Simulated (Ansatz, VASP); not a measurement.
## One calculation of MoS2, two programs

```
Mo S
1.0
     1.59046    0.91825    6.19073
    -1.59046    0.91825    6.19073
     0.00000   -1.83651    6.19073
Mo S
1 2
Direct
  0.00000 0.00000 0.00000
  0.41700 0.41700 0.41700
  0.25000 0.25000 0.25000
```

Change from the starting cell: volume scaled by 1.02.

Alike in both runs: task single point; functional PBE; k mesh 10 × 10 × 10; occupations fermi-dirac, width 0.05 eV; no spin polarisation.

|  | VASP | Ansatz |
| --- | --- | --- |
| version | VASP 6.6.1 | Ansatz 0.2.0 |
| potentials or method | VASP PAW PBE potentials, release 64 (Mo_sv, S) | Ansatz PAW |
| plane-wave cutoff (eV) | 520 | 420 |
| valence electrons in the cell | 26 | 26 |

```csv
,VASP,Ansatz,Ansatz less VASP
gap on the k mesh at the Fermi level (eV),0.98,0.97,-0.015
least direct gap on the mesh (eV),1.91,1.90,-0.004
pressure (GPa),2.1,2.2,+0.13
largest component of the traceless stress (GPa),1.33,1.37,+0.036
rms of the force components (eV/Å),0.072,0.077,+0.0055
```

Atom by atom the forces differ by 0.006 eV/Å (rms over components).

A k mesh can miss the band edges.
